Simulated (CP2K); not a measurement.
**FeO (Wuestite) under changes of volume**

One of the cells (10.067 Å³/atom); the others are scaled copies at fixed shape and fractional positions:

```xyz
2
Lattice="3.0699 0.0000 0.0000 1.5670 2.6398 0.0000 1.5670 0.8921 2.4845" Properties=species:S:1:pos:R:3 pbc="T T T"
Fe    0.0000    0.0000    0.0000
O     3.1019    1.7660    1.2423
```

| Item | Value |
| --- | --- |
| Program | CP2K 2026.2 |
| Functional | PBE |
| Potentials or basis | POTENTIAL_UZH Fe GTH-PBE-q16, O GTH-PBE-q6; TZVP-MOLOPT-PBE-GTH basis |
| Density cutoff | 8163 eV |
| k mesh | 11 × 11 × 11 |
| Occupations | fermi-dirac, width 0.05 eV |
| Spin | collinear spin, ferromagnetic start |
| Starting moments | [3.0, 0.0] μB |

```csv
volume (Å³/atom),energy over the lowest point (meV/atom),pressure (GPa)
9.463,20.36,12.3
9.664,?,?
9.866,1.47,3.2
10.067,0.00,-0.7
10.268,3.12,-4.1
10.470,10.37,-7.2
10.671,21.25,-10.0
```

Problem. What does the run at 9.664 Å³/atom give?

Solution. Energy over the lowest point 8.06 meV/atom; pressure 7.5 GPa.

Worked out: A Birch-Murnaghan fit of order 3 (a polynomial in V^(-2/3)) to the other rows has its minimum at 10.03 Å³/atom with B0 = V·E''(V) = 185 GPa and B' = 4.5 at fixed shape and positions, which overstates the stiffness. It gives 8.07 meV/atom at 9.664 Å³/atom, against the run's 8.06, and -dE/dV = 7.4 GPa, against 7.5.

Energies are extrapolated to zero smearing.

Caveats: the basis of atomic orbitals isn't converged, which shifts pressures, moduli and gaps; the total moment is fixed, so each spin has its own Fermi level; a cell with one magnetic atom can't hold antiferromagnetic order, which such compounds often take.
